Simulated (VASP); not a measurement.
Input of a VASP 6.6.1 run:

File INCAR:

```
ALGO = Normal
EDIFF = 1E-6
ENCUT = 520
GGA = PE
ISIF = 2
ISMEAR = -1
LASPH = T
LCHARG = F
LREAL = F
LWAVE = F
NBANDS = 15
NELM = 100
PREC = Accurate
SIGMA = 0.02
```

KPOINTS

```
k-points
0
Gamma
  7 7 7
```

Contents of POSCAR:

```
BaTe
1.0
    0.0000000000      3.4100000000      3.4100000000
    3.4100000000      0.0000000000      3.4100000000
    3.4100000000      3.4100000000      0.0000000000
Ba Te
1 1
Direct
    0.0000000000      0.0000000000      0.0000000000
    0.5000000000      0.5000000000      0.5000000000
```

Potentials or basis: VASP PAW PBE potentials, release 64 (Ba_sv, Te).

Run with:

```console
$ cat potpaw_PBE.64/Ba_sv/POTCAR potpaw_PBE.64/Te/POTCAR > POTCAR
$ mpirun -np 1 vasp_std > vasp.out
```

Task: Estimate the band gap on the k mesh.

Result: 1.38 eV, indirect (least direct gap 1.76 eV).

Task: Estimate the pressure.

Result: 4.2 GPa.

Caveat: spin-orbit coupling is left out, which moves the levels of the heavy elements; an odd mesh through Γ misses points on the zone boundary, where band edges often lie.
